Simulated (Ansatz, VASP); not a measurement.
**CdSe: VASP beside Ansatz**

The input INCAR:

```
SYSTEM = CdSe
ALGO = Normal ; EDIFF = 1E-6
ENCUT = 520 ; GGA = PE
ISIF = 2 ; ISMEAR = 0
LASPH = .True. ; LCHARG = .False.
LREAL = .False. ; LWAVE = .False.
NBANDS = 16 ; NELM = 100
PREC = Accurate ; SIGMA = 0.02
```

Contents of KPOINTS:

```
k-points
0
Gamma
  10 10 10
  0 0 0
```

File POSCAR:

```
CdSe
1.0
    0.0000000000      3.0500000000      3.0500000000
    3.0500000000      0.0000000000      3.0500000000
    3.0500000000      3.0500000000      0.0000000000
Cd Se
1 1
Direct
    0.0000000000      0.0000000000      0.0000000000
    0.2500000000      0.2500000000      0.2500000000
```

Input for Ansatz:

```yaml
crystal:
  lattice:
    - [0.0, 3.05, 3.05]
    - [3.05, 0.0, 3.05]
    - [3.05, 3.05, 0.0]
  atoms:
    - { symbol: Cd, position: [0.0, 0.0, 0.0] }
    - { symbol: Se, position: [0.25, 0.25, 0.25] }
basis:
  ecutwfc: 420
kpoints:
  mp_grid: { grid: [10, 10, 10] }
  band_path:
    path:
      - [[0.0, 0.0, 0.0], [-0.5, -0.5, 0.0], [-0.375, -0.375, 0.25]]
      - [[-0.375, 0.0, 0.375], [0.0, 0.0, 0.0], [0.0, 0.0, 0.5], [-0.5, -0.25, 0.25], [-0.5, -0.5, 0.0]]
    npoints: 10
hamiltonian:
  xc: pbe
  pseudopotentials: { kind: paw, azcp: { folder: soft_1 } }
scf:
  occupations: { method: gaussian, width: 0.02 }
  n_extra_bands: 7
output:
  forces: true
  stress: true
  eigenvalues: true
```

Alike in both runs: task single point; functional PBE; k mesh 10 × 10 × 10; occupations gaussian, width 0.02 eV; no spin polarisation.

|  | VASP | Ansatz |
| --- | --- | --- |
| version | VASP 6.6.1 | Ansatz 0.2.0 |
| potentials or method | VASP PAW PBE potentials, release 64 (Cd, Se) | scalar-relativistic, plane waves, PAW |
| plane-wave cutoff (eV) | 520 | 420 |
| valence electrons in the cell | 18 | 36 |

```csv
,VASP,Ansatz,Ansatz less VASP
gap on the k mesh at the Fermi level (eV),0.59,0.59,-0.001
least direct gap on the mesh (eV),0.59,0.59,-0.001
pressure (GPa),2.7,2.3,-0.31
```

With one functional, cell and mesh, what is left measures potentials, basis and numerics. The two sets of potentials don't hold the same shells in valence.

Expect the measured gap to be larger: semilocal functionals such as PBE lack the derivative discontinuity.
